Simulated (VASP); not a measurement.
Set up this calculation in VASP 6.6.1, as the native input.

```yaml
Task: band structure
Functional: PBE
Potentials_or_basis: VASP PAW PBE potentials, release 54 (Pb_d, Te)
Cutoff: 520 eV
k_mesh: 7 × 7 × 7
Occupations: fermi-dirac, width 0.05 eV
Spin: no spin polarisation
Further_INCAR_settings: ALGO = Normal; EDIFF = 1e-07; NBANDS = 17
```

TePb:

```
CELL_PARAMETERS angstrom
0.00000 3.23100 3.23100
3.23100 0.00000 3.23100
3.23100 3.23100 0.00000
ATOMIC_POSITIONS crystal
Pb 0.00000 0.00000 0.00000
Te 0.50000 0.50000 0.50000
```

The input as run:

POSCAR

```
TePb
1.0
    0.0000000000      3.2310000000      3.2310000000
    3.2310000000      0.0000000000      3.2310000000
    3.2310000000      3.2310000000      0.0000000000
Pb Te
1 1
Direct
    0.0000000000      0.0000000000      0.0000000000
    0.5000000000      0.5000000000      0.5000000000
```

INCAR.step1

```
ALGO = Normal ; EDIFF = 1E-7
ENCUT = 520 ; GGA = PE
ISIF = 2 ; ISMEAR = -1
LASPH = T ; LCHARG = T
LREAL = F ; LWAVE = F
NBANDS = 17 ; NELM = 80
PREC = Accurate ; SIGMA = 0.05
```

KPOINTS.step1

```
k-points
0
Gamma
  7 7 7
```

INCAR.step2

```
ALGO = Normal ; EDIFF = 1E-7
ENCUT = 520 ; GGA = PE
ICHARG = 11 ; ISIF = 2
ISMEAR = 0 ; LASPH = T
LCHARG = F ; LREAL = F
LWAVE = F ; NBANDS = 17
NELM = 80 ; PREC = Accurate
SIGMA = 0.05
```

KPOINTS.step2

```
path GXWKGLUWLK,UX
20
line-mode
reciprocal
 0.0000000000  0.0000000000  0.0000000000  G
 0.5000000000  0.0000000000  0.5000000000  X

 0.5000000000  0.0000000000  0.5000000000  X
 0.5000000000  0.2500000000  0.7500000000  W

 0.5000000000  0.2500000000  0.7500000000  W
 0.3750000000  0.3750000000  0.7500000000  K

 0.3750000000  0.3750000000  0.7500000000  K
 0.0000000000  0.0000000000  0.0000000000  G

 0.0000000000  0.0000000000  0.0000000000  G
 0.5000000000  0.5000000000  0.5000000000  L

 0.5000000000  0.5000000000  0.5000000000  L
 0.6250000000  0.2500000000  0.6250000000  U

 0.6250000000  0.2500000000  0.6250000000  U
 0.5000000000  0.2500000000  0.7500000000  W

 0.5000000000  0.2500000000  0.7500000000  W
 0.5000000000  0.5000000000  0.5000000000  L

 0.5000000000  0.5000000000  0.5000000000  L
 0.3750000000  0.3750000000  0.7500000000  K

 0.6250000000  0.2500000000  0.6250000000  U
 0.5000000000  0.0000000000  0.5000000000  X
```

Potentials or basis: VASP PAW PBE potentials, release 54 (Pb_d, Te).

The run is started by

```bash
$ cat potpaw_PBE.54/Pb_d/POTCAR potpaw_PBE.54/Te/POTCAR > POTCAR
$ cp INCAR.step1 INCAR
$ cp KPOINTS.step1 KPOINTS
$ mpirun -np 1 vasp_std > vasp.out
$ cp INCAR.step2 INCAR
$ cp KPOINTS.step2 KPOINTS
$ mpirun -np 1 vasp_std > vasp.out
```

Results of the run:

```
Band gap along the path : 0.74 eV, direct
```

Caveat: the log is that of the step along the path at fixed density, whose energy, stress, charges and moments have no meaning; this odd mesh misses L, where the gap lies, so gap, dielectric constants and Born charges aren't listed; spin-orbit coupling is left out, which moves the levels of the heavy elements.

It took 2 min on 1 thread of Intel(R) Xeon(R) Platinum 8259CL CPU @ 2.50GHz (Skylake/Cascade Lake), with other jobs on the host, peak memory 0.37 GiB.
